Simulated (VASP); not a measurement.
# ZnS in VASP 6.6.1, single-point calculation

INCAR

```
GGA = PE
NELM = 71
ENCUT = 520
PREC = Accurate
NBANDS = 16
LREAL = .FALSE.
SIGMA = 0.02
LASPH = .TRUE.
LCHARG = .FALSE.
LWAVE = .FALSE.
NSW = 0
ISMEAR = -1
EDIFF = 1E-9
IBRION = -1
IVDW = 12
ISIF = 2
```

KPOINTS

```
KPOINTS created by Atomic Simulation Environment
0
Gamma
8 8 8
0 0 0
```

POSCAR

```
Zn S
 1.0000000000000000
    -0.1131538066000000    2.6886954582000002    2.6886954582000002
     2.6886954582000002   -0.1131538066000000    2.6886954582000002
     2.6886954582000002    2.6886954582000002   -0.1131538066000000
 Zn  S
   1   1
Cartesian
 -0.0174340777185392 -0.0174340777185392 -0.0174340777185392
  1.3334933551685391  1.3334933551685391  1.3334933551685393
```

The recommended PBE PAW datasets give the neutral cell 18 valence electrons.

Command

```
mpirun -np 1 vasp_std
```

Q: Predict the outcome of this run.

A: It converged. Results: gap between bands v and c on the k mesh 1.70 eV; least direct gap on the k mesh 1.70 eV; pressure -4.0 GPa; largest force 0.02 eV/Å. Band v is the last that the valence electrons fill when counted band by band, and c is the next.

OSZICAR

```
N       E                     dE             d eps       ncg     rms          rms(c)
DAV:   1     0.891090898049E+02    0.89109E+02   -0.87686E+03  2080   0.132E+03
DAV:   2    -0.137867787159E+01   -0.90488E+02   -0.84651E+02  2416   0.257E+02
DAV:   3    -0.719010835990E+01   -0.58114E+01   -0.57878E+01  2536   0.638E+01
DAV:   4    -0.725304653583E+01   -0.62938E-01   -0.62925E-01  2584   0.696E+00
DAV:   5    -0.725381755878E+01   -0.77102E-03   -0.77101E-03  2624   0.727E-01    0.633E+00
DAV:   6    -0.683880739315E+01    0.41501E+00   -0.74411E-01  3160   0.293E+01    0.498E+00
DAV:   7    -0.681931809635E+01    0.19489E-01   -0.23795E-01  2512   0.430E+00    0.256E+00
DAV:   8    -0.681850660535E+01    0.81149E-03   -0.50602E-03  2584   0.738E-01    0.656E-01
DAV:   9    -0.681878960466E+01   -0.28300E-03   -0.11684E-03  2576   0.275E-01    0.105E-01
DAV:  10    -0.681896080901E+01   -0.17120E-03   -0.19022E-04  2568   0.140E-01    0.492E-02
DAV:  11    -0.681895832028E+01    0.24887E-05   -0.37334E-05  2512   0.962E-02    0.925E-03
DAV:  12    -0.681895945774E+01   -0.11375E-05   -0.35224E-06  2848   0.233E-02    0.354E-03
DAV:  13    -0.681895969864E+01   -0.24089E-06   -0.66099E-07  2720   0.777E-03    0.204E-03
DAV:  14    -0.681895971068E+01   -0.12040E-07   -0.10379E-07  2680   0.261E-03    0.105E-03
DAV:  15    -0.681895971793E+01   -0.72528E-08   -0.13186E-08  2776   0.212E-03    0.296E-04
DAV:  16    -0.681895972023E+01   -0.23038E-08   -0.32907E-09  2672   0.504E-04    0.115E-04
DAV:  17    -0.681895972040E+01   -0.16348E-09   -0.46009E-10  1912   0.154E-04
   1 F= -.74043144E+01 E0= -.74043144E+01  d E =-.647018E-11
```

For comparison, a separate PBE run of the intended cell, on usual settings and not on those above, gives a gap of 1.70 eV on its mesh and a pressure of -1.4 GPa.
